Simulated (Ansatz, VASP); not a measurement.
Pb: VASP beside Ansatz

Contents of INCAR:

```
ALGO = Normal
EDIFF = 1E-7
ENCUT = 520
GGA = PS
ISIF = 2
ISMEAR = -1
LASPH = True
LCHARG = False
LREAL = False
LWAVE = False
NBANDS = 21
NELM = 60
PREC = Accurate
SIGMA = 0.05
```

File KPOINTS:

```
k-points
0
Gamma
  7 7 7
```

Contents of POSCAR:

```
Pb
1.0
    0.0000000000      3.4617755540      3.4617755540
    3.4617755540      0.0000000000      3.4617755540
    3.4617755540      3.4617755540      0.0000000000
Pb
2
Direct
    0.2500000000      0.2500000000      0.2500000000
    0.0000000000      0.0000000000      0.0000000000
```

The input input.yaml:

```yaml
crystal:
  lattice:
    - [0.0, 3.461775554, 3.461775554]
    - [3.461775554, 0.0, 3.461775554]
    - [3.461775554, 3.461775554, 0.0]
  atoms:
    - { symbol: Pb, position: [0.25, 0.25, 0.25] }
    - { symbol: Pb, position: [0.0, 0.0, 0.0] }
hamiltonian:
  xc: pbesol
  pseudopotentials: { kind: paw }
kpoints:
  mp_grid: { grid: [7, 7, 7] }
scf:
  occupations: { method: fermi_dirac, width: 0.05 }
output:
  forces: true
  stress: true
  eigenvalues: true
  write_density: true
  write_potential: true
  elf: true
  volumetric_format: npy
```

Change from the starting cell: volume scaled by 1.02.

Alike in both runs: task single point; functional PBEsol; k mesh 7 × 7 × 7; occupations fermi-dirac, width 0.05 eV; no spin polarisation.

|  | VASP | Ansatz |
| --- | --- | --- |
| version | VASP 6.6.1 | Ansatz 0.2.0 |
| potentials or method | VASP PAW PBE potentials, release 64 (Pb_d) | Ansatz PAW |
| plane-wave cutoff (eV) | 520 | 420 |
| valence electrons in the cell | 28 | 28 |

```csv
,VASP,Ansatz,Ansatz less VASP
gap on the k mesh at the Fermi level (eV),none,none,-
pressure (GPa),-0.2,-0.2,+0.06
```

A gap of «none» marks a metal or a gap that the smearing closes.

Caveats: the PAW data sets were made with another functional, which shifts forces and pressure a little (VASP); the PAW data sets come from PBE, with cores solved anew for the run's functional, which leaves a small shift of forces and pressure (Ansatz). Spin-orbit coupling is left out, which matters for the levels of Pb.
